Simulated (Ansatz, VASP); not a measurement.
Two plane-wave programs on AlN

```
Al N
1.0
     0.00000    2.03527    2.03527
     2.03527    0.00000    2.03527
     2.03527    2.03527    0.00000
Al N
1 1
Cartesian
  0.0000 0.0000 0.0000
  2.0353 2.0353 2.0353
```

Alike in both runs: task single point; functional PBE; k mesh 14 × 14 × 14; occupations gaussian, width 0.05 eV; no spin polarisation.

|  | VASP | Ansatz |
| --- | --- | --- |
| version | VASP 6.6.1 | Ansatz 0.2.0 |
| potentials or method | VASP PAW PBE potentials, release 64 (Al, N) | scalar-relativistic, plane waves, PAW |
| plane-wave cutoff (eV) | 520 | 420 |
| valence electrons in the cell | 8 | 8 |

|  | VASP | Ansatz | Ansatz less VASP |
| --- | --- | --- | --- |
| gap on the k mesh at the Fermi level (eV) | 4.41 | 4.44 | +0.022 |
| least direct gap on the mesh (eV) | 5.39 | 5.38 | -0.010 |
| pressure (GPa) | -0.3 | 0.0 | +0.27 |

The functional is the same, so the differences come from potentials, cutoffs and numerics.

A k mesh can miss the band edges. A hybrid or GW would open this gap; PBE tends to underestimate it.
